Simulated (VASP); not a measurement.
# Ag (P6/mmm) in VASP: a series of runs, part 2 of 2

VASP 6.6.1. The steps go on from the part before.

## (3) Single point, LDA

This run uses another cell than the first one, of 18.31 Å³/atom, 1.120 times its volume.

INCAR

```
SYSTEM = Ag
  PREC = Accurate
  ENCUT = 520
  EDIFF = 1E-7
  ISMEAR = -1
  SIGMA = 0.1
  LREAL = .False.
  LASPH = .True.
  NELM = 100
  ALGO = Normal
  ISIF = 2
  LWAVE = .False.
  LCHARG = .False.
  GGA = CA
  NBANDS = 24
```

KPOINTS

```
regular mesh
0
Gamma
  9 9 13
  0 0 0
```

POSCAR

```
Ag
1.0
    4.7313366890      0.0000000000      0.0000000000
   -2.3656683445      4.0974577665      0.0000000000
    0.0000000000      0.0000000000      2.8335665995
Ag
3
Direct
    0.0000000000      0.0000000000      0.0000000000
    0.3333333333      0.6666666667      0.5000000000
    0.6666666667      0.3333333333      0.5000000000
```

Potentials or basis: VASP PAW LDA potentials, release 64 (Ag).

Started as:

```sh
> cat potpaw_LDA.64/Ag/POTCAR > POTCAR
> mpirun -np 1 vasp_std > vasp.out
```

OUTCAR:

```text
SYSTEM = Ag
   PREC = Accurate
   ENCUT = 520
   EDIFF = 1E-7
   ISMEAR = -1
   LREAL = .False.
   LASPH = .True.
   NELM = 100
   ISIF = 2
   GGA = CA

 ion  position               nearest neighbor table
   1  0.000  0.000  0.000-   2 3.08   3 3.08   2 3.08   3 3.08   2 3.08   2 3.08   3 3.08   3 3.08
                             3 3.08   3 3.08   2 3.08   2 3.08
   2  0.333  0.667  0.500-   3 2.73   3 2.73   3 2.73   1 3.08   1 3.08   1 3.08   1 3.08   1 3.08
                             1 3.08
   3  0.667  0.333  0.500-   2 2.73   2 2.73   2 2.73   1 3.08   1 3.08   1 3.08   1 3.08   1 3.08
                             1 3.08

  LATTYP: Found a hexagonal cell.
 ALAT       =     4.7313366890
 C/A-ratio  =     0.5988934599

  Lattice vectors:

 A1 = (   4.7313366890,   0.0000000000,   0.0000000000)
 A2 = (  -2.3656683445,   4.0974577665,   0.0000000000)
 A3 = (   0.0000000000,   0.0000000000,   2.8335665995)

Analysis of symmetry for initial positions (statically):
=====================================================================
 Subroutine PRICEL returns:
 Original cell was already a primitive cell.

 Routine SETGRP: Setting up the symmetry group for a
 hexagonal supercell.

 Subroutine GETGRP returns: Found 24 space group operations
 (whereof 24 operations were pure point group operations)
 out of a pool of 24 trial point group operations.

The static configuration has the point symmetry D_6h.

Analysis of symmetry for dynamics (positions and initial velocities):
=====================================================================
 Subroutine PRICEL returns:
 Original cell was already a primitive cell.

 Routine SETGRP: Setting up the symmetry group for a
 hexagonal supercell.

 Subroutine GETGRP returns: Found 24 space group operations
 (whereof 24 operations were pure point group operations)
 out of a pool of 24 trial point group operations.

The dynamic configuration has the point symmetry D_6h.

 Subroutine INISYM returns: Found 24 space group operations
 (whereof 24 operations are pure point group operations),
 and found     1 'primitive' translations

----------------------------------------------------------------------------------------

                                     Primitive cell

  volume of cell :      54.9328

  direct lattice vectors                    reciprocal lattice vectors
     4.731336689  0.000000000  0.000000000     0.211356761  0.122026883  0.000000000
    -2.365668344  4.097457766  0.000000000     0.000000000  0.244053766  0.000000000
     0.000000000  0.000000000  2.833566600     0.000000000  0.000000000  0.352912121

  length of vectors
     4.731336689  4.731336689  2.833566600     0.244053766  0.244053766  0.352912121

  position of ions in fractional coordinates (direct lattice)
     0.000000000  0.000000000  0.000000000
     0.333333333  0.666666667  0.500000000
     0.666666667  0.333333333  0.500000000

  ion indices of the primitive-cell ions
   primitive index   ion index
                 1           1
                 2           2
                 3           3

----------------------------------------------------------------------------------------

 KPOINTS: regular mesh

Automatic generation of k-mesh.
 Grid dimensions read from file:
 generate k-points for:    9    9   13

 Generating k-lattice:

  Cartesian coordinates                     Fractional coordinates (reciprocal lattice)
     0.023484085  0.013558543  0.000000000     0.111111111  0.000000000  0.000000000
     0.000000000  0.027117085  0.000000000     0.000000000  0.111111111  0.000000000
     0.000000000  0.000000000  0.027147086     0.000000000  0.000000000  0.076923077

  Length of vectors
     0.027117085  0.027117085  0.027147086

  Shift w.r.t. Gamma in fractional coordinates (k-lattice)
     0.000000000  0.000000000  0.000000000

 Subroutine IBZKPT returns following result:
 ===========================================

 Found     84 irreducible k-points:

 Following reciprocal coordinates:
            Coordinates               Weight
  0.000000  0.000000  0.000000      1.000000
  0.111111 -0.000000  0.000000      6.000000
  0.222222 -0.000000  0.000000      6.000000
  0.333333 -0.000000  0.000000      6.000000
  0.444444 -0.000000  0.000000      6.000000
  0.111111  0.111111  0.000000      6.000000
[... 16 lines left out ...]
  0.333333  0.222222  0.076923     24.000000
  0.333333  0.333333  0.076923      4.000000
 [... further k-points ...]
   k-points           NKPTS =     84   k-points in BZ     NKDIM =     84   number of bands    NBANDS=     24
   number of dos      NEDOS =    301   number of ions     NIONS =      3
   total plane-waves  NPLWV =  31104
   dimension x,y,z NGX =    36 NGY =   36 NGZ =   24
   dimension x,y,z NGXF=    72 NGYF=   72 NGZF=   48
   ions per type =               3
   NGX,Y,Z   is equivalent  to a cutoff of  12.65, 12.65, 14.08 a.u.
   NGXF,Y,Z  is equivalent  to a cutoff of  25.30, 25.30, 28.16 a.u.
 SYSTEM =  Ag
   PREC   = accura    normal or accurate (medium, high low for compatibility)
   ISTART =      0    job   : 0-new  1-cont  2-samecut
   ICHARG =      2    charge: 1-file 2-atom 10-const
   ISPIN  =      1    spin polarized calculation?
   LNONCOLLINEAR =      F non collinear calculations
   LSORBIT =      F    spin-orbit coupling
   LASPH  =      T    aspherical Exc in radial PAW
   ENCUT  =  520.0 eV  38.22 Ry    6.18 a.u.   8.80  8.80  5.27*2*pi/ulx,y,z
   NELM   =    100;   NELMIN=  2; NELMDL= -5     # of ELM steps
   EDIFF  = 0.1E-06   stopping-criterion for ELM
   LREAL  =      F    real-space projection
   EDIFFG = 0.1E-05   stopping-criterion for IOM
   NSW    =      0    number of steps for IOM
   IBRION =     -1    ionic relax: 0-MD 1-quasi-New 2-CG
   NFREE  =      0    steps in history (QN), initial steepest desc. (CG)
   ISIF   =      2    stress and relaxation
   ISYM   =      2    0-nonsym 1-usesym 2-fastsym
   POTIM  = 0.5000    time-step for ionic-motion
   TEBEG  =    0.0;   TEEND  =   0.0 temperature during run
   PSTRESS=    0.0 pullay stress
   NELECT =      33.0000    total number of electrons
   NUPDOWN=      -1.0000    fix difference up-down
   EMIN   =  10.00;   EMAX   =-10.00  energy-range for DOS
   EFERMI =   0.00;   METHOD = LEGACY
   ISMEAR =    -1;   SIGMA  =   0.10  broadening in eV -4-tet -1-fermi 0-gaus
   EFERMI_NEDOS =   21; number of points for ismear=-14 and -15
   IALGO  =     38    algorithm
   IMIX   =      4    mixing-type and parameters
     AMIX     =   0.40;   BMIX     =  1.00
     AMIX_MAG =   1.60;   BMIX_MAG =  1.00
  volume/ion in A,a.u.               =      18.31       123.57
  Fermi-wavevector in a.u.,A,eV,Ry     =   1.381345  2.610364 25.961475  1.908115
  Thomas-Fermi vector in A             =   2.506138
   LORBIT       =      0    0 simple, 1 ext, 2 COOP (PROOUT), +10 PAW based schemes
   GGA     = CA    functional components
   LHFCALC =     F    Hartree Fock is set to
   AEXX    =    0.0000 exact exchange contribution
   IVDW    =     0    specifies the selected vdW correction
   LEPSILON=     F    determine dielectric tensor
   LRPA    =     F    only Hartree local field effects (RPA)
 non-spin polarized calculation
  energy-cutoff  :      520.00
  volume of cell :       54.93
 maximum number of plane-waves:      1504
 NGX is ok and might be reduce to    36
   NGX = 17   NGY = 17   NGZ = 11

 number of electron      32.9999993 magnetization

 Free energy of the ion-electron system (eV)
  ---------------------------------------------------
  ext. energy  EPLUGINS =         0.00000000
  ---------------------------------------------------
  free energy    TOTEN  =       -10.89807085 eV

  energy without entropy =      -10.86944232  energy(sigma->0) =      -10.88375658

 E-fermi :   7.1832     XC(G=0): -12.1597

 val. band max:        7.1790298361   @ k =   0.2222   0.2222   0.4615
 cond. band min:       7.2374688181   @ k =   0.3333   0.1111   0.3077
 fundamental gap:      0.0584389819
 Fermi energy:         7.1832393566

 k-point     1 :       0.0000    0.0000    0.0000
  band No.  band energies     occupation
      1      -0.1341      2.00000
      2       1.2296      2.00000
      3       2.2113      2.00000
      4       2.3836      2.00000
      5       2.4678      2.00000
      6       2.4678      2.00000
[... 637 lines left out ...]
     23      21.4980      0.00000
     24      21.6819      0.00000

 [... further k-points ...]

------------------------ aborting loop because EDIFF is reached ----------------------------------------

  FORCE on cell =-STRESS in cart. coord.  units (eV):
  Direction    XX          YY          ZZ          XY          YZ          ZX
  --------------------------------------------------------------------------------------
  -------------------------------------------------------------------------------------
  Total       -3.6521513     -3.6521513     -3.7033270      0.0000000     -0.0000000     -0.0000000
  in kB     -106.5191209   -106.5191209   -108.0117192      0.0000000     -0.0000000     -0.0000000
  external PRESSURE =    -107.0166536 kB  Pullay stress =       0.0000000 kB

 VOLUME and BASIS-vectors are now :
 -----------------------------------------------------------------------------
  energy-cutoff  :      520.00
  volume of cell :       54.93
      direct lattice vectors                 reciprocal lattice vectors
     4.731336689  0.000000000  0.000000000     0.211356761  0.122026883  0.000000000
    -2.365668344  4.097457766  0.000000000     0.000000000  0.244053766  0.000000000
     0.000000000  0.000000000  2.833566600     0.000000000  0.000000000  0.352912121

 POSITION                                       TOTAL-FORCE (eV/Angst)
 -----------------------------------------------------------------------------------
      0.00000      0.00000      0.00000        -0.000000      0.000000      0.000000
     -0.00000      2.73164      1.41678         0.000000      0.000000     -0.000000
      2.36567      1.36582      1.41678        -0.000000      0.000000      0.000000
 -----------------------------------------------------------------------------------
    total drift:                                0.000000      0.000000     -0.000000

  FREE ENERGIE OF THE ION-ELECTRON SYSTEM (eV)
  ---------------------------------------------------
  free  energy   TOTEN  =       -10.8980708505 eV

  energy  without entropy=      -10.8694423158  energy(sigma->0) =      -10.88375658
```

Run time: 61 s. Hardware: 1 thread of Intel Xeon Platinum 8488C (Sapphire Rapids), shared host; peak memory 0.21 GiB.

What came out:

* Free energy: -10.8981 eV
* Pressure: -10.7 GPa
* Band gap on the k mesh: none (metal or under the smearing width)

Stress tensor (GPa, compression positive):
```
-10.65   0.00   0.00
  0.00 -10.65   0.00
  0.00   0.00 -10.80
```

## (4) Single point, LDA

This run uses another cell than the first one, of 17.00 Å³/atom, 1.040 times its volume.

INCAR

```
SYSTEM = Ag
ALGO = Normal
EDIFF = 1E-6
ENCUT = 520
ISIF = 2
ISMEAR = -1
LASPH = .True.
LCHARG = .True.
LELF = .True.
LREAL = .False.
LVHAR = .True.
LWAVE = .False.
NBANDS = 24
NELM = 60
PREC = Accurate
SIGMA = 0.1
```

KPOINTS

```
k-points
0
Gamma
  9 9 13
  0 0 0
```

POSCAR

```
Ag
1.0
    4.6158918673      0.0000000000      0.0000000000
   -2.3079459336      3.9974796182      0.0000000000
    0.0000000000      0.0000000000      2.7644274508
Ag
3
Direct
    0.0000000000      0.0000000000      0.0000000000
    0.3333333333      0.6666666667      0.5000000000
    0.6666666667      0.3333333333      0.5000000000
```

Started as:

```sh
> cat potpaw_LDA.64/Ag/POTCAR > POTCAR
> mpirun -np 1 vasp_std > vasp.out
```

It took 50 s on 1 thread of Intel Xeon Platinum 8488C (Sapphire Rapids), shared host; peak memory 0.2 GiB.

It converged, with:

* Free energy: -11.0893 eV
* Pressure: -4.5 GPa
* Band gap on the k mesh: none (metal or under the smearing width)

Stress tensor (GPa, compression positive):
```
-4.39  0.00  0.00
 0.00 -4.39  0.00
 0.00  0.00 -4.73
```

Levels at points of the mesh, in eV from the Fermi level:
| k point | band 14 | band 15 | band 16 | band 17 | band 18 | band 19 |
| --- | --- | --- | --- | --- | --- | --- |
| (0.00, 0.00, 0.00) | -3.90 | -2.82 | -2.82 | 4.64 | 4.64 | 4.66 |

## (5) The runs side by side

| cell | k mesh | gap on the mesh (eV) | pressure (GPa) |
| --- | --- | --- | --- |
| P6/mmm, 16.35 Å³/atom | 11 × 11 × 15 | none | 0.1 |
| P6/mmm, 18.31 Å³/atom | 9 × 9 × 13 | none | -10.7 |
| P6/mmm, 17.0 Å³/atom | 9 × 9 × 13 | none | -4.5 |

Alike in all rows: task single point; level LDA; potentials or basis VASP PAW LDA potentials, release 64 (Ag); no spin polarisation; cutoff (eV) 520; smearing fermi-dirac 0.1 eV.

Every run on the cell as given and a fine mesh finds a metal.

Total energies depend on the potentials used, so only differences within one code and one set of settings carry meaning.
